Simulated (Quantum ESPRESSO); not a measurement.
## Mg under changes of volume

One of the cells (22.285 Å³/atom); the others are scaled copies at fixed shape and fractional positions:

```
Mg
1.0
    -1.77276    1.77276    1.77276
     1.77276   -1.77276    1.77276
     1.77276    1.77276   -1.77276
Mg
1
Direct
  0.00000 0.00000 0.00000
```

This isn't the form of Mg at room conditions, which is hcp.

| Property | Result |
| --- | --- |
| Program | Quantum ESPRESSO 7.5 |
| Functional | PBE |
| Potentials or basis | SSSP 1.3 efficiency PBE |
| Cutoff | 748 eV |
| Density cutoff | 5987 eV |
| k mesh | 11 × 11 × 11 |
| Occupations | fermi-dirac, width 0.05 eV |
| Spin | no spin polarisation |

| volume (Å³/atom) | energy over the lowest point (meV/atom) | pressure (GPa) |
| --- | --- | --- |
| 20.948 | 18.99 | 3.6 |
| 21.394 | 10.43 | 2.6 |
| 21.839 | 4.58 | 1.7 |
| 22.285 | ? | ? |
| 22.731 | 0.00 | 0.1 |
| 23.176 | 0.84 | -0.6 |
| 23.622 | 3.49 | -1.2 |

Q: What does the run at 22.285 Å³/atom give?

A: Energy over the lowest point 1.18 meV/atom; pressure 0.8 GPa.

Worked out: A Birch-Murnaghan fit of order 3 (a polynomial in V^(-2/3)) to the other rows has its minimum at 22.76 Å³/atom with B0 = V·E''(V) = 37 GPa and B' = 4.0. It gives 1.18 meV/atom at 22.285 Å³/atom, against the run's 1.18, and -dE/dV = 0.8 GPa, against 0.8.

Energies are extrapolated to zero smearing.
